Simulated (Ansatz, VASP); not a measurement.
**Two plane-wave programs on TiAl3**

```
Ti Al
1.0
    -1.89733    1.89733    4.24850
     1.89733   -1.89733    4.24850
     1.89733    1.89733   -4.24850
Ti Al
1 3
Direct
  0.00000 0.00000 0.00000
  0.50000 0.50000 0.00000
  0.75000 0.25000 0.50000
  0.25000 0.75000 0.50000
```

Alike in both runs: functional PBE; dispersion D3(BJ); k mesh 16 × 16 × 16; occupations gaussian, width 0.1 eV; no spin polarisation.

Ansatz relaxed the structure, and its values are those at the end. VASP's run is a single point on that final structure, the one shown.

|  | VASP | Ansatz |
| --- | --- | --- |
| version | VASP 6.6.1 | Ansatz 0.2.0 |
| potentials or method | VASP PAW PBE potentials, release 64 (Ti_sv, Al) | scalar-relativistic, plane waves, PAW |
| plane-wave cutoff (eV) | 520 | 420 |
| valence electrons in the cell | 21 | 21 |

|  | VASP | Ansatz | Ansatz less VASP |
| --- | --- | --- | --- |
| gap on the k mesh at the Fermi level (eV) | none | none | - |
| pressure (GPa) | -0.1 | 0.0 | +0.04 |

A gap of «none» marks a metal or a gap that the smearing closes.

Caveats: pairwise dispersion overbinds metals, which lowers pressure and volume.
